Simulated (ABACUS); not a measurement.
# Co (P6_3/mmc) in ABACUS: equation of state

Aim: energy against volume of Co in PBEsol, for its equilibrium volume and stiffness.

Program: ABACUS 3.10.1. These are calculated values, not measurements. Logs are shortened: lines on timing, memory, paths and dates and some standing lists are left out, and cuts for length are marked.

## 1. The structure

It takes space group P6_3/mmc (No. 194, hexagonal). The conventional cell has a = 2.472 Å, b = 2.472 Å, c = 4.021 Å, α = 90.00°, β = 90.00°, γ = 120.00°. Co (site symmetry -6m2) is surrounded by 12 Co at 2.47 Å.

## 2. Equation of state, PBEsol, collinear spin, ferromagnetic start, 10.00 Å³/atom (volume scaled by 0.94)

Contents of INPUT:

```
INPUT_PARAMETERS
suffix              Co
calculation         scf
basis_type          pw
pseudo_dir          ./
symmetry            1
dft_functional      pbesol
ecutwfc             97
pseudo_rcut         7
nspin               2
nbands              23
ks_solver           dav
smearing_method     fd
smearing_sigma      0.00367493
scf_thr             1e-08
scf_nmax            100
mixing_type         broyden
mixing_beta         0.4
cal_force           1
cal_stress          1
kpar                4
```

Contents of STRU:

```
ATOMIC_SPECIES
Co 58.9332 Co.upf

LATTICE_CONSTANT
1.8897261246

LATTICE_VECTORS
2.4215367659 0.0000000000 0.0000000000
-1.2107683830 2.0971123555 0.0000000000
0.0000000000 0.0000000000 3.9390568819

ATOMIC_POSITIONS
Direct

Co
0.0
2
0.6666666667 0.3333333333 0.7500000000 1 1 1 mag 2
0.3333333333 0.6666666667 0.2500000000 1 1 1 mag 2
```

Contents of KPT:

```
K_POINTS
0
Gamma
12 12 7 0 0 0
```

Potentials or basis: PseudoDojo NC SR 0.4.1 PBEsol standard, plane waves.

Started as:

```sh
> OMP_NUM_THREADS=1 mpirun -np 4 abacus > log
```

running log:

```text
ABACUS v3.10.1

               Atomic-orbital Based Ab-initio Computation at UStc

 ------------------------------------------------------------------------------------

 READING GENERAL INFORMATION
                           global_out_dir = OUT.Co/
                           global_in_card = INPUT
                               pseudo_dir = ./
                              orbital_dir =
                                    DSIZE = 4
                                    GSIZE = 1

 READING UNITCELL INFORMATION
                                    ntype = 1
                  lattice constant (Bohr) = 1.88973
              lattice constant (Angstrom) = 1

 READING ATOM TYPE 1
                               atom label = Co
                      L=0, number of zeta = 1
                      L=1, number of zeta = 1
                      L=2, number of zeta = 1
             number of atom for this type = 2
               magnetization of element 1 = 2

                        TOTAL ATOM NUMBER = 2
DIRECT COORDINATES
    atom                   x                   y                   z     mag                  vx                  vy                  vz
taud_Co1            0.6666666667        0.3333333333        0.7500000000  2.0000        0.0000000000        0.0000000000        0.0000000000
taud_Co2            0.3333333333        0.6666666667        0.2500000000  2.0000        0.0000000000        0.0000000000        0.0000000000

                          Volume (Bohr^3) = 134.99
                             Volume (A^3) = 20.0034

 Lattice vectors: (Cartesian coordinate: in unit of a_0)
             +2.42154                  +0                  +0
             -1.21077            +2.09711                  +0
                   +0                  +0            +3.93906
 Reciprocal vectors: (Cartesian coordinate: in unit of 2 pi/a_0)
            +0.412961           +0.238423                  -0
                   -0           +0.476846                  -0
                   +0                  -0           +0.253868
 The esolver type has been set to : ksdft_pw

                PAO radial cut off (Bohr) = 7

 Read in pseudopotential file is Co.upf
                     pseudopotential type = NC
          exchange-correlation functional = PBESOL
                 nonlocal core correction = 1
                        valence electrons = 17
                                     lmax = 2
                           number of zeta = 4
                     number of projectors = 6
                           L of projector = 0
                           L of projector = 0
                           L of projector = 1
                           L of projector = 1
                           L of projector = 2
                           L of projector = 2
     initial pseudo atomic orbital number = 20
 The readin total magnetization is 4

 SETUP THE ELECTRONS NUMBER
            electron number of element Co = 17
      total electron number of element Co = 34
            AUTOSET number of electrons:  = 34
                           occupied bands = 17
                                   NBANDS = 23
                                   NLOCAL = 18

%%%%%%%%%%%%%%%%%%%%%%%%%%%%%%%%%%%%%%%%%%%%%%%%%%%%%%%%%%%%%%%%%%%%%%%%%%%%%%%%%%%%%%%%%%%%%%%%%%%%%%%%%%
 Warning: the number of valence electrons in pseudopotential > 9 for Co: [Ar] 3d7 4s2
 Pseudopotentials with additional electrons can yield (more) accurate outcomes, but may be less efficient.
 If you're confident that your chosen pseudopotential is appropriate, you can safely ignore this warning.
%%%%%%%%%%%%%%%%%%%%%%%%%%%%%%%%%%%%%%%%%%%%%%%%%%%%%%%%%%%%%%%%%%%%%%%%%%%%%%%%%%%%%%%%%%%%%%%%%%%%%%%%%%

 SETUP THE PLANE WAVE BASIS
 energy cutoff for charge/potential (unit:Ry) = 388
            fft grid for charge/potential = [ 30, 30, 48 ]
                        fft grid division = [ 1, 1, 1 ]
        big fft grid for charge/potential = [ 30, 30, 48 ]
                                     nbxx = 43200
                                     nrxx = 43200

 SETUP PLANE WAVES FOR CHARGE/POTENTIAL
                    number of plane waves = 17429
                         number of sticks = 559

 PARALLEL PW FOR CHARGE/POTENTIAL
     PROC   COLUMNS(POT)             PW
        1            559          17429
 --------------- sum -------------------
        1            559          17429
                            number of |g| = 896
                                  max |g| = 35.0899
                                  min |g| = 0

----------- Double Check Mixing Parameters Begin ------------
mixing_type: broyden
mixing_beta: 0.4
mixing_gg0: 1
mixing_gg0_min: 0.1
mixing_beta_mag: 1.6
mixing_gg0_mag: 0
mixing_ndim: 8
----------- Double Check Mixing Parameters End ------------

 LATTICE VECTORS: (CARTESIAN COORDINATE: IN UNIT OF A0)
             +2.42154                  +0                  +0
             -1.21077            +2.09711                  +0
                   +0                  +0            +3.93906
                       right hand lattice = 1
                                   NORM_A = 2.42154
                                   NORM_B = 2.42154
                                   NORM_C = 3.93906
                           ALPHA (DEGREE) = 90
                           BETA  (DEGREE) = 90
                           GAMMA (DEGREE) = 120

 The lattice vectors have been changed (STRU_SIMPLE.cif)

(for optimal symmetric configuration:)
                             BRAVAIS TYPE = 4
                     BRAVAIS LATTICE NAME = 04. Hexagonal cell
                                    ibrav = 4
                                    IBRAV = 4
                                  BRAVAIS = HEXAGONAL CELL
                       LATTICE CONSTANT A = 2.42154
                                C/A RATIO = 1.62668
Original cell was already a primitive cell.
                        ROTATION MATRICES = 24
              PURE POINT GROUP OPERATIONS = 12
                   SPACE GROUP OPERATIONS = 24
                                       C2 = 3
                                       C3 = 2
                                       C4 = 0
                                       C6 = 0
                                       S1 = 3
                                       S3 = 0
[... 15 lines left out ...]
                   Input type of k points = Monkhorst-Pack(Gamma)
                                   nkstot = 1008
                       right hand lattice = 1
(for reciprocal lattice: )
                             BRAVAIS TYPE = 4
                     BRAVAIS LATTICE NAME = 04. Hexagonal cell
                                    ibrav = 4
                       right hand lattice = 1
(for k-lattice: )
                             BRAVAIS TYPE = 4
                     BRAVAIS LATTICE NAME = 04. Hexagonal cell
                                    ibrav = 4
                       right hand lattice = 1
                        ROTATION MATRICES = 24
                               nkstot_ibz = 76
K-POINTS REDUCTION ACCORDING TO SYMMETRY
     IBZ    DIRECT_X    DIRECT_Y    DIRECT_Z  WEIGHT  ibz2bz
       1  0.00000000  0.00000000  0.00000000  0.0010       0
       2 -0.08333333  0.08333333  0.00000000  0.0060       1
       3 -0.16666667  0.16666667  0.00000000  0.0060       2
       4 -0.25000000  0.25000000  0.00000000  0.0060       3
       5 -0.33333333  0.33333333  0.00000000  0.0060       4
       6 -0.41666667  0.41666667  0.00000000  0.0060       5
[... 22 lines left out ...]
      29 -0.25000000  0.33333333  0.14285714  0.0238     159
      30 -0.33333333  0.41666667  0.14285714  0.0238     160
[... 46 further k points ...]

                               nkstot now = 76
[... K-POINTS DIRECT COORDINATES: 76 rows ...]

           k-point number in this process = 19
       minimum distributed K point number = 19
[... stars of the k points ...]
                             nks(nspin=2) = 38
                          nkstot(nspin=2) = 152

[... K-POINTS CARTESIAN COORDINATES: 38 rows ...]

[... K-POINTS DIRECT COORDINATES: 38 rows ...]

 SETUP PLANE WAVES FOR WAVE FUNCTIONS
     energy cutoff for wavefunc (unit:Ry) = 97
              fft grid for wave functions = [ 30, 30, 48 ]
                    number of plane waves = 3237
                         number of sticks = 187

 PARALLEL PW FOR WAVE FUNCTIONS
     PROC   COLUMNS(POT)             PW
        1            187           3237
 --------------- sum -------------------
        1            187           3237

 SETUP NONLOCAL PSEUDOPOTENTIALS IN PLANE WAVE BASIS
 Co non-local projectors:
 projector 1 L=0
 projector 2 L=0
 projector 3 L=1
 projector 4 L=1
 projector 5 L=2
 projector 6 L=2
      TOTAL NUMBER OF NONLOCAL PROJECTORS = 36

 Init Non-Local PseudoPotential table :
 Init Non-Local-Pseudopotential done.

                                     npwx = 2190

 Make real space PAO into reciprocal space.
       max mesh points in Pseudopotential = 701
     dq(describe PAO in reciprocal space) = 0.01
                                    max q = 1186

 number of pseudo atomic orbitals for Co is 4
WARNING: norm of atomic wavefunction # 3 of atomic type Co is 0.999987, renormalized
WARNING: norm of atomic wavefunction # 4 of atomic type Co is 0.99734, renormalized

 -------------------------------------------
 SELF-CONSISTENT
 -------------------------------------------
                                 init_chg = atomic

 PW ALGORITHM --------------- ION=   1  ELEC=   1--------------------------------
 Notice: Threshold on eigenvalues was too large.
 hsover_error=0.34 > DRHO=0.0565194
 Origin diag ethr = 0.01
 New diag ethr = 0.000166234
          total magnetism (Bohr mag/cell) = 3.11934
       absolute magnetism (Bohr mag/cell) = 3.19081
                        nelec for spin up = 18.5597
                      nelec for spin down = 15.4403

 Density error is 0.0583920402947
                          Error Threshold = 0.000166233535105
----------------------------------------------------------
     Energy           Rydberg                 eV
----------------------------------------------------------
 E_KohnSham     -611.2989641541      -8317.1490939937
 E_Harris       -614.8763557014      -8365.8220030135
 E_Fermi        1.5716612516         21.3835483482
----------------------------------------------------------

 PW ALGORITHM --------------- ION=   1  ELEC=   2--------------------------------
          total magnetism (Bohr mag/cell) = 2.98797235817
       absolute magnetism (Bohr mag/cell) = 3.29728055866
                        nelec for spin up = 18.4939861791
                      nelec for spin down = 15.5060138209
[... 91 lines left out ...]
 PW ALGORITHM --------------- ION=   1  ELEC=   8--------------------------------
          total magnetism (Bohr mag/cell) = 3.03886598942
       absolute magnetism (Bohr mag/cell) = 3.30776787339
                        nelec for spin up = 18.5194329947
                      nelec for spin down = 15.4805670053

 Density error is 1.77238037849e-09
                          Error Threshold = 1.08939540821e-10
----------------------------------------------------------
     Energy           Rydberg                 eV
----------------------------------------------------------
 E_KohnSham     -611.3139631078      -8317.3531652279
 E_KS(sigma->0) -611.3134360502      -8317.3459942410
 E_Harris       -611.3143505069      -8317.3584360637
 E_band         -30.3358076196       -412.7398370578
 E_one_elec     -233.5034967663      -3176.9780589469
 E_Hartree      143.5731411209       1953.4127990022
 E_xc           -111.3754724892      -1515.3410432949
 E_Ewald        -410.0070808579      -5578.4325200146
 E_entropy(-TS) -0.0010541152        -0.0143419737
 E_descf        0.0000000000         0.0000000000
 E_exx          0.0000000000         0.0000000000
 E_Fermi        1.5392785892         20.9429596230
----------------------------------------------------------

 charge density convergence is achieved
 final etot is -8317.3531652 eV
 EFERMI = 20.942959623 eV

 STATE ENERGY(eV) AND OCCUPATIONS    NSPIN == 2
SPIN UP :
 1/19 kpoint (Cartesian) = 0.0000 0.0000 0.0000 (2189 pws)
       1       -74.7234    0.000992063
       2       -74.6423    0.000992063
       3       -38.3739    0.000992063
       4       -37.9909    0.000992063
       5       -37.9909    0.000992063
       6       -37.9338    0.000992063
[... 15 lines left out ...]
      22        43.4581        0.00000
      23        46.7525        0.00000
[... 102 lines left out ...]
       1       -74.6508     0.00595238
       2       -74.6178     0.00595238
       3       -38.2986     0.00595238
       4       -38.2315     0.00595238
       5       -38.2018     0.00595238
       6       -38.0832     0.00595238
[... 15 lines left out ...]
      22        31.2461        0.00000
      23        35.9025        0.00000

[... levels at 32 further k points ...]

------------------------------------------------------------------------------------------
 TOTAL-FORCE (eV/Angstrom)
------------------------------------------------------------------------------------------
                       Co1         0.0000000000         0.0000000000         0.0000000000
                       Co2         0.0000000000         0.0000000000         0.0000000000
------------------------------------------------------------------------------------------

----------------------------------------------------------------
 TOTAL-STRESS (KBAR)
----------------------------------------------------------------
       100.3864962337         0.0000000024        -0.0000000000
         0.0000000024       100.3864962306         0.0000000000
         0.0000000000        -0.0000000000        71.0144122878
----------------------------------------------------------------
 TOTAL-PRESSURE: 90.595802 KBAR

 --------------------------------------------
 !FINAL_ETOT_IS -8317.3531652278779802 eV
 --------------------------------------------
```

Wall time 40 s (4 MPI ranks of Intel Xeon Platinum 8488C (Sapphire Rapids), shared host); peak memory 0.44 GiB.

Results:

```
Free energy            : -8317.3532 eV
Pressure               : 9.1 GPa
Band gap on the k mesh : none (metal or under the smearing width)
Net moment             : 3.04 μB per cell
Absolute moment        : 3.31 μB per cell
```

(Continued in part 2 of 2.)
